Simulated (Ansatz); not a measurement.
Starting cell, ZrO2 (fluorite):

```xyz
3
Lattice="0.0000 2.5447 2.5447 2.5447 0.0000 2.5447 2.5447 2.5447 0.0000" Properties=species:S:1:pos:R:3 pbc="T T T"
Zr     0.0000     0.0000     0.0000
O      1.2723     1.2723     1.2723
O      3.8170     3.8170     3.8170
```

A phonon eigenvector at Γ is frozen into this cell: atom i moves by Q times the vector below, so Q is the largest atomic displacement, in Å. The cell is held. It is one choice among 3 degenerate patterns.

| atom | x | y | z |
|---|---|---|---|
| Zr1 | 0.000 | 0.000 | -0.351 |
| O2 | 0.000 | 0.000 | 1.000 |
| O3 | 0.000 | 0.000 | 1.000 |

Method: r2SCAN (plane waves to 500 eV, PAW, scalar-relativistic; Ansatz, a first-principles code). k mesh 11×11×11 (Γ-centred), Fermi-Dirac smearing 0.05 eV. Energies are smeared free energies. Compression counts positive. This is a high-temperature form of ZrO2. ZrO2 is run without spin polarisation. ZrO2 was relaxed with its symmetry unable to fall. ΔE is measured from the undisplaced structure.

| Q (Å) | ΔE (meV/cell) | −dE/dQ from forces (eV/Å) | P (GPa) |
|---|---|---|---|
| -0.180 | 184.9 | 2.368 | 6.39 |
| -0.150 | 122.2 | 1.827 | 4.44 |
| -0.120 | 74.6 | 1.353 | 2.84 |
| -0.090 | 40.3 | 0.945 | 1.60 |
| -0.060 | 17.3 | 0.594 | 0.71 |
| -0.030 | 4.2 | 0.285 | 0.18 |
| 0.000 | 0.0 | 0.000 | 0.00 |
| 0.030 | 4.2 | -0.285 | 0.18 |
| 0.060 | 17.3 | -0.594 | 0.71 |
| 0.090 | 40.3 | -0.945 | 1.60 |
| 0.120 | 74.6 | -1.353 | 2.84 |
| 0.150 | 122.2 | -1.827 | 4.44 |
| 0.180 | 184.9 | -2.368 | 6.39 |

Derived quantities:

The energy at Q = 0.180 Å comes out as 184.9 meV/cell. Space group of the distorted cell: I4mm (No. 107), lowered from Fm-3m. Symmetry of the curve: even: the same for both signs. Shape of the curve: a single well with its minimum at or next to zero displacement. Harmonic wavenumber from the curvature (finite differences): 243 cm⁻¹. Wavenumber by perturbation theory (DFPT, on another k mesh): 243 cm⁻¹.

(For displaced atoms, the force is minus the slope of the energy, and its curvature is a force constant, which sets phonon frequencies.)
